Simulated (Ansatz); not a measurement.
## How much do the gradients of Cu2O depend on the method?

Cell: an entry of the Crystallography Open Database (COD), whose atoms a relaxation with PBE at fixed cell left in place.

Space group Pn-3m:1 (No. 224); a = 4.2600 Å.

| site | Wyckoff | site symmetry | x | y | z |
| --- | --- | --- | --- | --- | --- |
| Cu | 4b | .-3m | 0.2500 | 0.2500 | 0.2500 |
| O | 2a | -43m | 0.0000 | 0.0000 | 0.0000 |

One atom of each set is listed.

First run. Level of theory: DFT, PBE, plane waves and PAW, scalar-relativistic, 420 eV cutoff, Γ-centred 7×7×7 k-points, Fermi–Dirac smearing 0.02 eV (Ansatz 0.2.0).

| site | V_zz (10²¹ V/m²) | η |
| --- | --- | --- |
| Cu | -5.30 | 0.00 |

Second run. The same atoms and settings, except that the functional is r2SCAN and the cutoff is 500 eV.

Question: What does the second run give?

Answer: 

```csv
site,V_zz,η,change of V_zz
Cu,-7.84,0.00,-2.54
```

The largest change of V_zz is on Cu, from -5.30 to -7.84. In per cent, |V_zz| changes by +48 on Cu (all sites that start above 0.5). Sites without a gradient aren't listed.

Semilocal functionals underestimate gradients at Cu(I) with two or three neighbours, in Cu₂O by a fifth to nearly a half.
